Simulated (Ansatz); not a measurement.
# NiSi2: opening a crack plane

NiSi2, Fm-3m, a = 5.447 Å. Ansatz: PBE, PAW, 420 eV, Γ-centred 14×14×5 mesh on 9 atoms, Gaussian smearing 0.15 eV; no spin polarisation. One cut on (111) per cell of 9 atoms is opened rigidly by x, between planes of Si and Si that stand 1.57 Å apart; y is the energy per area (12.847 Å², 1 eV/Å² = 16.02 J/m²).

| x (Å) | y (J/m²) |
| --- | --- |
| 0.00 | 0.000 |
| 0.25 | ? |
| 0.50 | 0.802 |
| 0.75 | 1.244 |
| 1.00 | 1.549 |
| 1.50 | 1.863 |
| 2.00 | 2.009 |
| 3.00 | 2.112 |
| 4.50 | 2.133 |
| 6.00 | 2.135 |

Problem. Fit the universal binding curve y = W[1 − (1 + x/l) e^(−x/l)] to the other rows, give the peak stress, and predict the missing value.

Solution. Least squares gives W = 2.11 J/m² and l = 0.385 Å. The stress dy/dx peaks at x = l with W/(e l) = 20.2 GPa, for rigid faces. At x = 0.25: x/l = 0.649, y = 0.292 J/m². The run gave 0.292 J/m², the same to the digits shown.

Cost: 12 runs of about 12 core-minutes in all, on Arm Neoverse V1 (shared hosts).